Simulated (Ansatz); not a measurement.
Br: course of a relaxation

Method: Ansatz 0.2.0, DFT PBE, scalar-relativistic, plane waves, PAW. Run with 420 eV cutoff, 16×12×6 k-mesh, Gaussian smearing of 0.10 eV, no spin polarisation.

What was changed: uniaxial strain along c, with a, b and atoms relaxed: -1.0 %.

Input:

```yaml
crystal:
  lattice:
    - [2.6237105964, 0.0, 0.0]
    - [0.0, 3.4107488956, 0.0]
    - [0.0, 0.0, 8.7878963249]
  atoms:
    - { symbol: Br, position: [0.0, 0.0, 0.0] }
    - { symbol: Br, position: [0.5, 0.5, 0.5] }
basis:
  ecutwfc: 420
kpoints:
  mp_grid: { grid: [16, 12, 6] }
hamiltonian:
  xc: pbe
scf:
  occupations: { method: gaussian, width: 0.1 }
output:
  forces: true
  stress: true
  eigenvalues: true
relax:
  adjacent_minimum: "off"
  f_tol: 0.008
  max_steps: 40
  cell: { stress_tol: 0.05, fix: [c, angles] }
```

F is the free energy. Steps run on the plane waves of an earlier cell, but the last one, and at times one on the way, on a freshly chosen basis, so a repeated geometry can differ a little in energy. The held parts of the cell keep their stress, so P needn't end at zero.

Steps:

```csv
step,F − F(1) (eV),largest force component (eV/Å),V (Å³/atom),P (GPa)
1,0.0000,0.000,39.321,-0.28
2,-0.0050,0.000,39.339,0.05
3,-0.0115,0.000,40.062,0.22
4,-0.0193,0.000,41.530,0.27
5,-0.0216,0.000,43.136,0.29
6,-0.0212,0.000,44.126,-0.31
7,-0.0230,0.000,43.169,-0.02
8,-0.0239,0.000,43.169,0.01
9,-0.0240,0.000,43.496,-0.01
10,-0.0240,0.000,43.580,-0.01
11,-0.0241,0.000,43.580,-0.01
```

Relaxed structure:

```
CELL_PARAMETERS angstrom
2.55119 0.00000 0.00000
0.00000 3.88766 0.00000
0.00000 0.00000 8.78790
ATOMIC_POSITIONS crystal
Br 0.00000 0.00000 0.00000
Br 0.50000 0.50000 0.50000
```

Symmetry: Immm, No. 71, orthorhombic system. The conventional cell has a = 2.551 Å, b = 3.888 Å, c = 8.788 Å, α = 90.00°, β = 90.00°, γ = 90.00°. Br (site symmetry mmm) has 2 Br at 2.55 Å as nearest neighbours.

The run converged. The run took roughly 120 core-seconds.